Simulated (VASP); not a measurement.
# GaAs in VASP: work function with PBEsol

Aim: the work function of GaAs with PBEsol.

Program: VASP 6.6.1. These are calculated values, not measurements. Logs are shortened: lines on timing, memory, paths and dates and some standing lists are left out, and cuts for length are marked.

### Step 1. The slab as given

The cell holds a slab with vacuum, 6 atoms: a = 5.654 Å, b = 3.998 Å, c = 19.998 Å, α = 90.00°, β = 90.00°, γ = 90.00°.

### Step 2. Work function, PBEsol

File INCAR:

```
PREC = Accurate
ENCUT = 520
EDIFF = 1E-7
ISMEAR = 0
SIGMA = 0.05
LREAL = False
LASPH = True
NELM = 100
ALGO = Fast
ISIF = 2
LWAVE = False
LCHARG = True
LDIPOL = True
IDIPOL = 3
DIPOL = 0.5 0.5 0.500
GGA = PS
LVHAR = True
LVACPOTAV = True
KPAR = 8
```

File KPOINTS:

```
Automatic mesh
0
Gamma
  4 6 1
```

File POSCAR:

```
GaAs                                    
1.0
    5.6537000000      0.0000000000      0.0000000000
    0.0000000000      3.9977696090      0.0000000000
    0.0000000000      0.0000000000     19.9977696090
  Ga              As            
     3     3
Direct
     0.5375434291321622    0.5000000000000000    0.4187902260023107
     0.9512166456000186    0.0000000000000000    0.5000000000000000
     0.5375434291321622    0.5000000000000000    0.5812097739976894
     0.7557531708284776    0.0000000000000000    0.3877081834367453
     0.2121901544787016    0.5000000000000000    0.5000000000000000
     0.7557531708284776    0.0000000000000000    0.6122918165632546
```

Potentials or basis: VASP PAW PBE potentials, release 64 (Ga_d, As).

On the command line:

```bash
$ cat potpaw_PBE.64/Ga_d/POTCAR potpaw_PBE.64/As/POTCAR > POTCAR
$ mpirun -np 8 vasp_std > vasp.out
```

OUTCAR:

```text
PREC = Accurate
   ENCUT = 520
   EDIFF = 1E-7
   ISMEAR = 0
   LREAL = False
   LASPH = True
   NELM = 100
   ISIF = 2
   GGA = PS

 ion  position               nearest neighbor table
   1  0.538  0.500  0.419-   4 2.43   4 2.43   5 2.45
   2  0.951  0.000  0.500-   5 2.48   5 2.48   6 2.50   4 2.50
   3  0.538  0.500  0.581-   6 2.43   6 2.43   5 2.45
   4  0.756  0.000  0.388-   1 2.43   1 2.43   2 2.50
   5  0.212  0.500  0.500-   1 2.45   3 2.45   2 2.48   2 2.48
   6  0.756  0.000  0.612-   3 2.43   3 2.43   2 2.50

  LATTYP: Found a simple orthorhombic cell.
 ALAT       =     3.9977696090
 B/A-ratio  =     1.4142135623
 C/A-ratio  =     5.0022316354

  Lattice vectors:

 A1 = (   0.0000000000,  -3.9977696090,   0.0000000000)
 A2 = (   5.6537000000,   0.0000000000,   0.0000000000)
 A3 = (   0.0000000000,   0.0000000000,  19.9977696090)

Analysis of symmetry for initial positions (statically):
=====================================================================
 Subroutine PRICEL returns:
 Original cell was already a primitive cell.

 Routine SETGRP: Setting up the symmetry group for a
 simple orthorhombic supercell.

 Subroutine GETGRP returns: Found  4 space group operations
 (whereof  4 operations were pure point group operations)
 out of a pool of  8 trial point group operations.

The static configuration has the point symmetry C_2v.

Analysis of symmetry for dynamics (positions and initial velocities):
=====================================================================
 Subroutine PRICEL returns:
 Original cell was already a primitive cell.

 Routine SETGRP: Setting up the symmetry group for a
 simple orthorhombic supercell.

 Subroutine GETGRP returns: Found  4 space group operations
 (whereof  4 operations were pure point group operations)
 out of a pool of  8 trial point group operations.

The dynamic configuration has the point symmetry C_2v.

 Subroutine INISYM returns: Found  4 space group operations
 (whereof  4 operations are pure point group operations),
 and found     1 'primitive' translations

----------------------------------------------------------------------------------------

                                     Primitive cell

  volume of cell :     451.9934

  direct lattice vectors                    reciprocal lattice vectors
     5.653700000  0.000000000  0.000000000     0.176875321  0.000000000  0.000000000
     0.000000000  3.997769609  0.000000000     0.000000000  0.250139477  0.000000000
     0.000000000  0.000000000 19.997769609     0.000000000  0.000000000  0.050005577

  length of vectors
     5.653700000  3.997769609 19.997769609     0.176875321  0.250139477  0.050005577

  position of ions in fractional coordinates (direct lattice)
     0.537543429  0.500000000  0.418790226
     0.951216646  0.000000000  0.500000000
     0.537543429  0.500000000  0.581209774
     0.755753171  0.000000000  0.387708183
     0.212190154  0.500000000  0.500000000
     0.755753171  0.000000000  0.612291817

  ion indices of the primitive-cell ions
   primitive index   ion index
                 1           1
                 2           2
                 3           3
                 4           4
                 5           5
                 6           6

----------------------------------------------------------------------------------------

 KPOINTS: Automatic mesh

Automatic generation of k-mesh.
 Grid dimensions read from file:
 generate k-points for:    4    6    1

 Generating k-lattice:

  Cartesian coordinates                     Fractional coordinates (reciprocal lattice)
     0.044218830  0.000000000  0.000000000     0.250000000  0.000000000  0.000000000
     0.000000000  0.041689913  0.000000000     0.000000000  0.166666667  0.000000000
     0.000000000  0.000000000  0.050005577     0.000000000  0.000000000  1.000000000

  Length of vectors
     0.044218830  0.041689913  0.050005577

  Shift w.r.t. Gamma in fractional coordinates (k-lattice)
     0.000000000  0.000000000  0.000000000

 Subroutine IBZKPT returns following result:
 ===========================================

 Found     12 irreducible k-points:

 Following reciprocal coordinates:
            Coordinates               Weight
  0.000000  0.000000  0.000000      1.000000
  0.250000  0.000000  0.000000      2.000000
  0.500000  0.000000  0.000000      1.000000
  0.000000  0.166667  0.000000      2.000000
  0.250000  0.166667  0.000000      4.000000
  0.500000  0.166667  0.000000      2.000000
  0.000000  0.333333  0.000000      2.000000
  0.250000  0.333333  0.000000      4.000000
  0.500000  0.333333  0.000000      2.000000
  0.000000  0.500000  0.000000      1.000000
  0.250000  0.500000  0.000000      2.000000
  0.500000  0.500000  0.000000      1.000000
   k-points           NKPTS =     12   k-points in BZ     NKDIM =     12   number of bands    NBANDS=     32
   number of dos      NEDOS =    301   number of ions     NIONS =      6
   total plane-waves  NPLWV = 189000
   dimension x,y,z NGX =    42 NGY =   30 NGZ =  150
   dimension x,y,z NGXF=    84 NGYF=   60 NGZF=  300
   ions per type =               3   3
   NGX,Y,Z   is equivalent  to a cutoff of  12.35, 12.48, 12.47 a.u.
   NGXF,Y,Z  is equivalent  to a cutoff of  24.70, 24.95, 24.94 a.u.
 SYSTEM =  unknown system
   PREC   = accura    normal or accurate (medium, high low for compatibility)
   ISTART =      0    job   : 0-new  1-cont  2-samecut
   ICHARG =      2    charge: 1-file 2-atom 10-const
   ISPIN  =      1    spin polarized calculation?
   LNONCOLLINEAR =      F non collinear calculations
   LSORBIT =      F    spin-orbit coupling
   LASPH  =      T    aspherical Exc in radial PAW
   ENCUT  =  520.0 eV  38.22 Ry    6.18 a.u.  10.51  7.43 37.18*2*pi/ulx,y,z
   NELM   =    100;   NELMIN=  2; NELMDL= -5     # of ELM steps
   EDIFF  = 0.1E-06   stopping-criterion for ELM
   LREAL  =      F    real-space projection
   EDIFFG = 0.1E-05   stopping-criterion for IOM
   NSW    =      0    number of steps for IOM
   IBRION =     -1    ionic relax: 0-MD 1-quasi-New 2-CG
   NFREE  =      0    steps in history (QN), initial steepest desc. (CG)
   ISIF   =      2    stress and relaxation
   ISYM   =      2    0-nonsym 1-usesym 2-fastsym
   POTIM  = 0.5000    time-step for ionic-motion
   TEBEG  =    0.0;   TEEND  =   0.0 temperature during run
   PSTRESS=    0.0 pullay stress
   NELECT =      54.0000    total number of electrons
   NUPDOWN=      -1.0000    fix difference up-down
   EMIN   =  10.00;   EMAX   =-10.00  energy-range for DOS
   EFERMI =   0.00;   METHOD = LEGACY
   ISMEAR =     0;   SIGMA  =   0.05  broadening in eV -4-tet -1-fermi 0-gaus
   EFERMI_NEDOS =   21; number of points for ismear=-14 and -15
   IALGO  =     68    algorithm
   IMIX   =      4    mixing-type and parameters
     AMIX     =   0.40;   BMIX     =  1.00
     AMIX_MAG =   1.60;   BMIX_MAG =  1.00
  volume/ion in A,a.u.               =      75.33       508.37
  Fermi-wavevector in a.u.,A,eV,Ry     =   0.806298  1.523682  8.845364  0.650116
  Thomas-Fermi vector in A             =   1.914704
   LORBIT       =      0    0 simple, 1 ext, 2 COOP (PROOUT), +10 PAW based schemes
   GGA     = PS    functional components
   LHFCALC =     F    Hartree Fock is set to
   AEXX    =    0.0000 exact exchange contribution
   IVDW    =     0    specifies the selected vdW correction
   LEPSILON=     F    determine dielectric tensor
   LRPA    =     F    only Hartree local field effects (RPA)
 non-spin polarized calculation
 RMM-DIIS sequential band-by-band and
 Gauss-broadening in eV      SIGMA  =   0.05
  energy-cutoff  :      520.00
  volume of cell :      451.99
 maximum number of plane-waves:     12205
   NGX = 21   NGY = 15   NGZ = 75

 dipolmoment           0.000000      0.000000      0.000000 electrons x Angstroem

 number of electron      54.0000011 magnetization

 dipolmoment           0.000000      0.000000     -0.000000 electrons x Angstroem

 Free energy of the ion-electron system (eV)
  ---------------------------------------------------
  ext. energy  EPLUGINS =         0.00000000
  ---------------------------------------------------
  free energy    TOTEN  =       -25.18896408 eV

  energy without entropy =      -25.18848316  energy(sigma->0) =      -25.18872362

 E-fermi :  -2.3209     XC(G=0):  -3.6334

 val. band max:       -2.3838939448   @ k =   0.0000   0.0000   0.0000
 cond. band min:      -2.2579252107   @ k =   0.0000   0.5000   0.0000
 fundamental gap:      0.1259687341
 Fermi energy:        -2.3209095776

 k-point     1 :       0.0000    0.0000    0.0000
  band No.  band energies     occupation
      1     -17.2588      2.00000
      2     -17.2161      2.00000
      3     -17.1995      2.00000
      4     -17.1286      2.00000
      5     -17.1167      2.00000
      6     -17.1037      2.00000
[... 24 lines left out ...]
     31       0.2797      0.00000
     32       1.3469      0.00000

 k-point     2 :       0.2500    0.0000    0.0000
  band No.  band energies     occupation
      1     -17.2632      2.00000
      2     -17.2167      2.00000
      3     -17.1990      2.00000
      4     -17.1287      2.00000
      5     -17.1165      2.00000
      6     -17.1014      2.00000
[... 24 lines left out ...]
     31       0.5040      0.00000
     32       1.1589      0.00000
[... 313 lines left out ...]
     31       0.4637      0.00000
     32       1.1349      0.00000

 k-point    12 :       0.5000    0.5000    0.0000
  band No.  band energies     occupation
      1     -17.2433      2.00000
      2     -17.1885      2.00000
      3     -17.1870      2.00000
      4     -17.1452      2.00000
      5     -17.1435      2.00000
      6     -17.1240      2.00000
[... 24 lines left out ...]
     31       0.7505      0.00000
     32       1.0345      0.00000

------------------------ aborting loop because EDIFF is reached ----------------------------------------

  FORCE on cell =-STRESS in cart. coord.  units (eV):
  Direction    XX          YY          ZZ          XY          YZ          ZX
  --------------------------------------------------------------------------------------
  -------------------------------------------------------------------------------------
  Total       -1.7208631     -2.2210535     -0.0338460      0.0000000      0.0000000      0.0000000
  in kB       -6.0999296     -7.8729505     -0.1199736      0.0000000      0.0000000      0.0000000
  external PRESSURE =      -4.6976179 kB  Pullay stress =       0.0000000 kB

 VOLUME and BASIS-vectors are now :
 -----------------------------------------------------------------------------
  energy-cutoff  :      520.00
  volume of cell :      451.99
      direct lattice vectors                 reciprocal lattice vectors
     5.653700000  0.000000000  0.000000000     0.176875321  0.000000000  0.000000000
     0.000000000  3.997769609  0.000000000     0.000000000  0.250139477  0.000000000
     0.000000000  0.000000000 19.997769609     0.000000000  0.000000000  0.050005577

 POSITION                                       TOTAL-FORCE (eV/Angst)
 -----------------------------------------------------------------------------------
      3.03911      1.99888      8.37487        -0.000047     -0.000000      0.000738
      5.37789      0.00000      9.99888         0.000736     -0.000000      0.000000
      3.03911      1.99888     11.62290        -0.000047     -0.000000     -0.000738
      4.27280      0.00000      7.75330        -0.000085     -0.000000      0.005379
      1.19966      1.99888      9.99888        -0.000472     -0.000000      0.000000
      4.27280      0.00000     12.24447        -0.000085      0.000000     -0.005379
 -----------------------------------------------------------------------------------
    total drift:                               -0.001963      0.000000      0.000014

  FREE ENERGIE OF THE ION-ELECTRON SYSTEM (eV)
  ---------------------------------------------------
  free  energy   TOTEN  =       -25.1889640764 eV

  energy  without entropy=      -25.1884831595  energy(sigma->0) =      -25.18872362

 vacuum level on the upper side and lower side of the slab         2.607         2.607
```

Wall time 1.7 min (8 MPI ranks of Intel Xeon Platinum 8259CL at 2.50GHz (Skylake/Cascade Lake), shared host); peak memory 0.55 GiB.

What came out:

```
Free energy                            : -25.1890 eV
Largest force                          : 0.005 eV/Å
Band gap on the k mesh                 : 0.13 eV, indirect (least direct gap 0.86 eV)
Ionisation potential of the upper face : 4.99 eV
```

Forces on the atoms (eV/Å):
```
Ga   0.000  0.000  0.001
Ga   0.001  0.000  0.000
Ga   0.000  0.000 -0.001
As   0.000  0.000  0.005
As   0.000  0.000  0.000
As   0.000  0.000 -0.005
```

Caveat: the PAW data sets were made with another functional, which shifts forces and pressure a little.
